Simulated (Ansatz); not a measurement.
Isomers of C$_{4}$H$_{6}$O$_{2}$, relaxed with PBE0-D4/def2-TZVP in Ansatz; electronic energies, one conformer each and not always the lowest. Functionals use def2-TZVPP; CBS adds triple-zeta CCSD(T) − MP2 to the MP2 limit of def2-TZVPP and def2-QZVPP.

(1) Order them by energy at frozen-core CCSD(T)/CBS, lowest first. (Estimate.)
A. `CC1(C=O)CO1`
B. `C=CC(=O)OC`
C. `O=C1CCCO1`
D. `O=CCC1CO1`
E. `C=COC(C)=O`
F. `COC1C=CO1`

(2) How do r2SCAN-D4, MP2/CBS(def2), PBE-D4, ωB97M-V place them (kcal/mol, against `O=C1CCCO1`)? (Best estimate.)

Answers

(1) C (0.0 kcal/mol), E (15.2 kcal/mol), B (17.0 kcal/mol), A (39.7 kcal/mol), D (44.4 kcal/mol), F (61.9 kcal/mol).

(2) The calculation gave: 
| isomer | r2SCAN-D4 | MP2/CBS(def2) | PBE-D4 | ωB97M-V |
| --- | --- | --- | --- | --- |
| `O=CCC1CO1` | 45.8 | 44.9 | 44.1 | 44.9 |
| `CC1(C=O)CO1` | 40.3 | 39.7 | 39.0 | 40.5 |
| `COC1C=CO1` | 64.3 | 63.2 | 62.0 | 63.1 |
| `C=COC(C)=O` | 15.0 | 17.1 | 15.2 | 15.7 |
| `C=CC(=O)OC` | 17.8 | 18.9 | 18.2 | 18.2 |
